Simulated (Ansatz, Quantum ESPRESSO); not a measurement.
Moving the pressure in MoSi2

The cell as given:

```cif
data_structure
_symmetry_space_group_name_H-M 'P 1'
_symmetry_Int_Tables_number 1
_cell_length_a 4.5353
_cell_length_b 4.5353
_cell_length_c 4.5353
_cell_angle_alpha 138.684
_cell_angle_beta 138.684
_cell_angle_gamma 59.857
_cell_volume 40.25
loop_
_atom_site_label
_atom_site_type_symbol
_atom_site_fract_x
_atom_site_fract_y
_atom_site_fract_z
_atom_site_occupancy
Mo1 Mo 0.00000 0.00000 0.00000 1
Si1 Si 0.66700 0.66700 0.00000 1
Si2 Si 0.33300 0.33300 0.00000 1
```

Kept alike: task relaxation of cell and atoms; functional PBEsol; k mesh 12 × 12 × 12; occupations fermi-dirac, width 0.05 eV; no spin polarisation. Program: Quantum ESPRESSO, GBRV 1.5 PBEsol, cutoff 707 eV. The mesh is that of the run's cell of 3 atoms. No spin-orbit coupling.

```tsv
pressure, P (GPa)	volume (Å³/atom)
0	13.252
2	13.134
5	12.967
10	12.712
20	?
30	11.894
```

The relaxations keep at least the cell's symmetry (I4/mmm). For a metal such a mesh leaves the last digits unconverged. The runs follow the start's structure, whether or not it is the stable one at these pressures. P is the pressure aimed at, which the runs meet within some hundredths to tenths of a GPa.

Fit the rows shown and predict the run at 20 GPa.

Murnaghan's form V = V0 (1 + B′P/B0)^(-1/B′) through the rows shown has V0 = 13.2517, B0 = 220.3 GPa and B′ = 4.12 (largest miss 0.0004); at P = 20 it gives 12.268 Å³/atom. The run gave: volume 12.269 Å³/atom.
